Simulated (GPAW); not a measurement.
SnTe in GPAW: the effect of functional

Crystal: SnTe.

```
Te Sn
1.0
     0.00000    3.15085    3.15085
     3.15085    0.00000    3.15085
     3.15085    3.15085    0.00000
Te Sn
1 1
Direct
  0.50000 0.50000 0.50000
  0.00000 0.00000 0.00000
```

Alike in all runs:

```yaml
Program: GPAW 26.7.0
Task: dielectric tensor
Cutoff: 400 eV
Basis: pw
k_mesh: 6 × 6 × 6
Occupations: fermi-dirac, width 0.001 eV
Spin: no spin polarisation
```

```tsv
functional	potentials or basis	dielectric constant (mean)
LDA	the program's PAW data sets (release 1.2.1) made for this functional	?
AM05	PAW data sets generated in the run's folder for this functional	70.55
PBEsol	PAW data sets generated in the run's folder for this functional	68.21
RPBE	the program's PAW data sets (release 1.2.1) made for this functional	91.17
GLLB-SC	the program's PAW data sets (release 1.2.1) made for this functional	2904.62
```

Task: What does the run with functional LDA give?

Result: Dielectric constant 74.77 mean.

Caveats: the long-wavelength limit can be off by a per cent or two; a model potential gives levels but no total energy (some runs); response on these states lacks terms of the Hamiltonian (some runs).

Runs at the PBE level aren't shown here.
